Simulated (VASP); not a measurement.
Al3GaN4:

```
Ga Al N
1.0
     0.00000    0.00000   -5.01425
     3.13378    5.42787    0.00000
     3.13378   -5.42787    0.00000
Ga Al N
2 6 8
Direct
  0.00000 0.16667 0.33333
  0.50000 0.33333 0.66667
  0.00000 0.16667 0.83333
  0.00000 0.66667 0.33333
  0.00000 0.66667 0.83333
  0.50000 0.33333 0.16667
  0.50000 0.83333 0.66667
  0.50000 0.83333 0.16667
  0.62000 0.16667 0.33333
  0.62000 0.16667 0.83333
  0.62000 0.66667 0.33333
  0.62000 0.66667 0.83333
  0.12000 0.33333 0.66667
  0.12000 0.33333 0.16667
  0.12000 0.83333 0.66667
  0.12000 0.83333 0.16667
```

The cell was built by a generator and needn't be a form met in nature.

```yaml
Program: VASP 6.6.1
Task: relaxation of cell and atoms
Functional: PBEsol
Potentials_or_basis: VASP PAW PBE potentials, release 64 (Ga_d, Al, N)
Cutoff: 600 eV
k_mesh: 6 × 6 × 6
Occupations: gaussian, width 0.03 eV
Spin: no spin polarisation
```

At the start: pressure 0.5 GPa; volume 10.66 Å³/atom.

Question: Where does the relaxation end?

Answer: Over 10 steps the energy falls by 9.0 meV/atom and the volume is 10.68 Å³/atom (+0.1 %); space group Cmc2_1 (No. 36, to 0.05 Å).

Step by step:
| step | energy change (eV) | largest force (eV/Å) | pressure (GPa) | volume (Å³) |
| --- | --- | --- | --- | --- |
| 1 | 0.0000 | 1.1404 | 0.54 | 170.58 |
| 2 | -0.1264 | 0.3289 | -0.66 | 171.47 |
| 3 | -0.1313 | 0.2663 | -0.52 | 171.32 |
| 4 | -0.1427 | 0.0697 | 0.31 | 170.58 |
| 5 | -0.1434 | 0.0639 | 0.14 | 170.72 |
| 6 | -0.1443 | 0.0473 | -0.05 | 170.89 |
| 7 | -0.1443 | 0.0464 | -0.03 | 170.89 |
| 8 | -0.1445 | 0.0216 | -0.02 | 170.88 |
| 9 | -0.1445 | 0.0240 | -0.03 | 170.88 |
| 10 | -0.1446 | 0.0076 | 0.03 | 170.83 |

Final structure:
```cif
data_structure
_symmetry_space_group_name_H-M 'P 1'
_symmetry_Int_Tables_number 1
_cell_length_a 5.0414
_cell_length_b 6.2571
_cell_length_c 6.2543
_cell_angle_alpha 120.014
_cell_angle_beta 90.000
_cell_angle_gamma 90.000
_cell_volume 170.83
loop_
_atom_site_label
_atom_site_type_symbol
_atom_site_fract_x
_atom_site_fract_y
_atom_site_fract_z
_atom_site_occupancy
Ga1 Ga 0.99916 0.16579 0.33158 1
Ga2 Ga 0.49916 0.33421 0.66842 1
Al1 Al 0.00019 0.16526 0.83380 1
Al2 Al 0.00032 0.66691 0.33382 1
Al3 Al 0.00019 0.66855 0.83380 1
Al4 Al 0.50019 0.33474 0.16620 1
Al5 Al 0.50031 0.83309 0.66618 1
Al6 Al 0.50019 0.83145 0.16620 1
N1 N 0.61213 0.16336 0.32671 1
N2 N 0.62333 0.16269 0.83663 1
N3 N 0.62135 0.66688 0.33377 1
N4 N 0.62333 0.67394 0.83663 1
N5 N 0.11213 0.33664 0.67329 1
N6 N 0.12333 0.33731 0.16337 1
N7 N 0.12135 0.83312 0.66623 1
N8 N 0.12333 0.82606 0.16337 1
```

Caveat: the PAW data sets were made with another functional, which shifts forces and pressure a little.
